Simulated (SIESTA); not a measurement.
In:

```
In
1.0
    -1.88253    1.88253    1.88253
     1.88253   -1.88253    1.88253
     1.88253    1.88253   -1.88253
In
1
Cartesian
  0.0000 0.0000 0.0000
```

This isn't the form of In at room conditions, which is tetragonal.

```yaml
Program: SIESTA 5.4.2
Task: relaxation of cell and atoms
Functional: RPBE
Potentials_or_basis: PseudoDojo 0.4 standard (PBE files)
Basis: DZP (energy shift 0.003 Ry; two zetas on semicore shells)
Grid_cutoff: 500 Ry
Energy_shift: 0.003 Ry
k_mesh: 7 × 7 × 7
Occupations: fermi-dirac, width 0.05 eV
Spin: no spin polarisation
```

At the start: pressure 2.9 GPa; volume 26.69 Å³/atom.

Q: How do energy, volume and symmetry change on relaxing?

A: Over 4 steps the energy falls by 21.3 meV/atom and the volume is 29.41 Å³/atom (+10.2 %); space group Im-3m (No. 229, to 0.05 Å).

The path:
```
step  energy change (eV)  largest force (eV/Å)  pressure (GPa)  volume (Å³)
   1              0.0000                0.0000            2.86        26.69
   2             -0.0072                0.0000            2.12        27.24
   3             -0.0206                0.0000            0.33        29.03
   4             -0.0213                0.0000            0.07        29.41
```

Final structure:
```yaml
crystal:
  lattice:
    - [-1.94484, 1.94447, 1.94447]
    - [1.94447, -1.94484, 1.94447]
    - [1.94447, 1.94447, -1.94484]
  atoms:
    - { symbol: In, position: [0.00000, 0.00000, 0.00000] }
```

Caveat: the potentials were made for another functional, which shifts forces and pressure; the basis of atomic orbitals isn't converged, which shifts pressures, moduli and gaps.
